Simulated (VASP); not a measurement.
# CoSi₂: Hubbard U by linear response

CoSi₂, Fm-3m (no. 225), 24 atoms in the cell. PBE, linear-response Hubbard U; PAW potentials Co, Si (PBE set).

Shifted element: Co; Shifted shell (l): 2; Cell repeated: 2 × 2 × 1; Shifts (eV): -0.2, 0.2; Shifts on single spins too: yes.

## Input

INCAR.step1:
```
SYSTEM = CoSi2
PREC = Accurate ; ENCUT = 450
EDIFF = 1E-7 ; NELM = 200
ALGO = Normal ; ISMEAR = 0
SIGMA = 0.05 ; LREAL = .False.
LASPH = .True. ; LMAXMIX = 4
LORBIT = 11 ; LWAVE = .True.
LCHARG = .True. ; GGA = PE
ISPIN = 2 ; MAGMOM = 3 3 3 3 -3 -3 -3 -3 0 0 0 0 0 0 0 0 0 0 0 0 0 0 0 0
AMIX = 0.2 ; BMIX = 1E-4
AMIX_MAG = 0.8 ; BMIX_MAG = 1E-4
```

INCAR.step2, as INCAR.step1 but for:
```
- LWAVE = .True.
- LCHARG = .True.
+ LWAVE = .False.
+ LCHARG = .False.
+ LDAU = .True.
+ LDAUTYPE = 3
+ LDAUL = 2 -1 -1
+ LDAUU = -0.2 0 0
+ LDAUJ = -0.2 0 0
+ LDAUPRINT = 1
+ ISTART = 1
+ ICHARG = 11
```

INCAR.step3, as INCAR.step2 but for:
```
- ICHARG = 11
+ ICHARG = 1
```

INCAR.step4, as INCAR.step3 but for:
```
- LDAUU = -0.2 0 0
- LDAUJ = -0.2 0 0
- ICHARG = 1
+ LDAUU = 0.2 0 0
+ LDAUJ = 0.2 0 0
+ ICHARG = 11
```

INCAR.step5, as INCAR.step4 but for:
```
- ICHARG = 11
+ ICHARG = 1
```

INCAR.step6, as INCAR.step5 but for:
```
- LDAUU = 0.2 0 0
- LDAUJ = 0.2 0 0
- ICHARG = 1
+ LDAUU = -0.2 0 0
+ LDAUJ = 0 0 0
+ ICHARG = 11
```

INCAR.step7, as INCAR.step6 but for:
```
- ICHARG = 11
+ ICHARG = 1
```

INCAR.step8, as INCAR.step7 but for:
```
- LDAUU = -0.2 0 0
- ICHARG = 1
+ LDAUU = 0.2 0 0
+ ICHARG = 11
```

INCAR.step9, as INCAR.step8 but for:
```
- ICHARG = 11
+ ICHARG = 1
```

INCAR.step10, as INCAR.step9 but for:
```
- LDAUU = 0.2 0 0
- LDAUJ = 0 0 0
- ICHARG = 1
+ LDAUU = 0 0 0
+ LDAUJ = -0.2 0 0
+ ICHARG = 11
```

INCAR.step11, as INCAR.step10 but for:
```
- ICHARG = 11
+ ICHARG = 1
```

INCAR.step12, as INCAR.step11 but for:
```
- LDAUJ = -0.2 0 0
- ICHARG = 1
+ LDAUJ = 0.2 0 0
+ ICHARG = 11
```

INCAR.step13, as INCAR.step12 but for:
```
- ICHARG = 11
+ ICHARG = 1
```

KPOINTS:
```
k-points
0
Gamma
  3 3 3
```

POSCAR:
```
CoSi2
1.0
    0.0000000000      5.3560000000      5.3560000000
    0.0000000000     -5.3560000000      5.3560000000
    5.3560000000      0.0000000000      0.0000000000
Co Co Si
1 7 16
Direct
    0.0000000000      0.0000000000      0.0000000000
    0.0000000000      0.5000000000      0.0000000000
    0.5000000000      0.0000000000      0.0000000000
    0.5000000000      0.5000000000      0.0000000000
    0.2500000000      0.2500000000      0.5000000000
    0.2500000000      0.7500000000      0.5000000000
    0.7500000000      0.2500000000      0.5000000000
    0.7500000000      0.7500000000      0.5000000000
    0.2500000000      0.0000000000      0.7500000000
    0.2500000000      0.5000000000      0.7500000000
    0.7500000000      0.0000000000      0.7500000000
    0.7500000000      0.5000000000      0.7500000000
    0.0000000000      0.2500000000      0.2500000000
    0.0000000000      0.7500000000      0.2500000000
    0.5000000000      0.2500000000      0.2500000000
    0.5000000000      0.7500000000      0.2500000000
    0.2500000000      0.0000000000      0.2500000000
    0.2500000000      0.5000000000      0.2500000000
    0.7500000000      0.0000000000      0.2500000000
    0.7500000000      0.5000000000      0.2500000000
    0.0000000000      0.2500000000      0.7500000000
    0.0000000000      0.7500000000      0.7500000000
    0.5000000000      0.2500000000      0.7500000000
    0.5000000000      0.7500000000      0.7500000000
```

Commands (each step's output is kept before the next begins):
```
cat potpaw_PBE.64/Co/POTCAR potpaw_PBE.64/Co/POTCAR potpaw_PBE.64/Si/POTCAR > POTCAR
cp INCAR.step1 INCAR
mpirun -np 8 vasp_std > vasp.out
cp CHGCAR CHGCAR.0
cp WAVECAR WAVECAR.0
cp INCAR.step2 INCAR
mpirun -np 8 vasp_std > vasp.out
cp CHGCAR.0 CHGCAR
cp WAVECAR.0 WAVECAR
cp INCAR.step3 INCAR
mpirun -np 8 vasp_std > vasp.out
cp CHGCAR.0 CHGCAR
cp WAVECAR.0 WAVECAR
cp INCAR.step4 INCAR
mpirun -np 8 vasp_std > vasp.out
cp CHGCAR.0 CHGCAR
cp WAVECAR.0 WAVECAR
cp INCAR.step5 INCAR
mpirun -np 8 vasp_std > vasp.out
cp CHGCAR.0 CHGCAR
cp WAVECAR.0 WAVECAR
cp INCAR.step6 INCAR
mpirun -np 8 vasp_std > vasp.out
cp CHGCAR.0 CHGCAR
cp WAVECAR.0 WAVECAR
cp INCAR.step7 INCAR
mpirun -np 8 vasp_std > vasp.out
cp CHGCAR.0 CHGCAR
cp WAVECAR.0 WAVECAR
cp INCAR.step8 INCAR
mpirun -np 8 vasp_std > vasp.out
cp CHGCAR.0 CHGCAR
cp WAVECAR.0 WAVECAR
cp INCAR.step9 INCAR
mpirun -np 8 vasp_std > vasp.out
cp CHGCAR.0 CHGCAR
cp WAVECAR.0 WAVECAR
cp INCAR.step10 INCAR
mpirun -np 8 vasp_std > vasp.out
cp CHGCAR.0 CHGCAR
cp WAVECAR.0 WAVECAR
cp INCAR.step11 INCAR
mpirun -np 8 vasp_std > vasp.out
cp CHGCAR.0 CHGCAR
cp WAVECAR.0 WAVECAR
cp INCAR.step12 INCAR
mpirun -np 8 vasp_std > vasp.out
cp CHGCAR.0 CHGCAR
cp WAVECAR.0 WAVECAR
cp INCAR.step13 INCAR
mpirun -np 8 vasp_std > vasp.out
```

## Result

- U (eV): 4.4
- U from spin-resolved response (eV): 4.5
- J from spin-resolved response (eV): 0.6
- Bare response (electrons/eV): 0.705
- Relaxed response (electrons/eV): 0.172

Electrons in the shifted shell, density kept fixed:

| Shift (eV) | Electrons |
|---|---|
| -0.20 | 7.457 |
| 0.00 | 7.603 |
| 0.20 | 7.739 |

Electrons in the shifted shell, density relaxed:

| Shift (eV) | Electrons |
|---|---|
| -0.20 | 7.569 |
| 0.00 | 7.603 |
| 0.20 | 7.638 |

Limits: The slopes are limited by the printed digits (0.001 electrons) and by how far each density was converged; the unshifted state keeps only 0.00 muB on the site, started at 3.0, so this U belongs to a low-moment state.

VASP 6.6.1 took 264 s on 8 cores (Intel Xeon 6975P-C (Granite Rapids)), a shared host.
